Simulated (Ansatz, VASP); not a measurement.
# Al: VASP beside Ansatz

```
CELL_PARAMETERS angstrom
0.00000 -3.21288 0.00000
-3.21288 0.00000 0.00000
0.00000 0.00000 -3.21288
ATOMIC_POSITIONS crystal
Al 0.50000 0.50000 0.50000
Al 0.00000 0.00000 0.00000
```

Alike in both runs: task single point; functional PBEsol; k mesh 10 × 10 × 10; occupations gaussian, width 0.15 eV; no spin polarisation.

|  | VASP | Ansatz |
| --- | --- | --- |
| version | VASP 6.6.1 | Ansatz 0.2.0 |
| potentials or method | VASP PAW PBE potentials, release 64 (Al) | scalar-relativistic, plane waves, PAW |
| plane-wave cutoff (eV) | 520 | 420 |
| valence electrons in the cell | 6 | 6 |

|  | VASP | Ansatz | Ansatz less VASP |
| --- | --- | --- | --- |
| gap on the k mesh at the Fermi level (eV) | none | none | - |
| pressure (GPa) | 0.4 | 0.3 | -0.06 |

A gap of «none» marks a metal or a gap that the smearing closes. The functional is the same, so the differences come from potentials, cutoffs and numerics.

Caveats: the PAW data sets were made with another functional, which shifts forces and pressure a little (VASP).
